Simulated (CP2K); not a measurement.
AlRu:

```
CELL_PARAMETERS angstrom
2.99160 0.00000 0.00000
0.00000 2.99160 0.00000
0.00000 0.00000 2.99160
ATOMIC_POSITIONS crystal
Ru 0.50000 0.50000 0.50000
Al 0.00000 0.00000 0.00000
```

Program: CP2K 2026.2. Alike in all runs: task band structure; no spin polarisation; cell as given; k mesh 9 × 9 × 9.

Problem. Order these runs on this cell by their pressure, lowest first.
A. level PBEsol; potentials or basis POTENTIAL_UZH Ru GTH-PBE-q16, Al GTH-PBE-q3; TZVP-MOLOPT-PBE-GTH basis; smearing fermi-dirac 0.05 eV; EPS_DEFAULT 1.0E-9; NGRIDS 5; bands added on the path 2; CUTOFF of the grids 450 Ry
B. level LDA; potentials or basis GTH_POTENTIALS Ru GTH-PADE-q16, Al GTH-PADE-q3; TZVP-MOLOPT-PBE-GTH basis; smearing fermi-dirac 0.0259 eV; EPS_DEFAULT 1.0E-10; NGRIDS 4; bands added on the path 6; CUTOFF of the grids 450 Ry
C. level r2SCAN; potentials or basis POTENTIAL_UZH Ru GTH-SCAN-q16, Al GTH-SCAN-q3; TZVP-MOLOPT-SCAN-GTH basis; smearing fermi-dirac 0.0259 eV; EPS_DEFAULT 1.0E-10; NGRIDS 4; bands added on the path 6; CUTOFF of the grids 675 Ry

Solution. B (-9.0 GPa), A (-0.4 GPa), C (3.5 GPa).

Caveats: the basis of atomic orbitals isn't converged, which shifts pressures, moduli and gaps; the potentials were made for another functional, which shifts forces and pressure (some runs).

Not every run made on this cell is shown here.
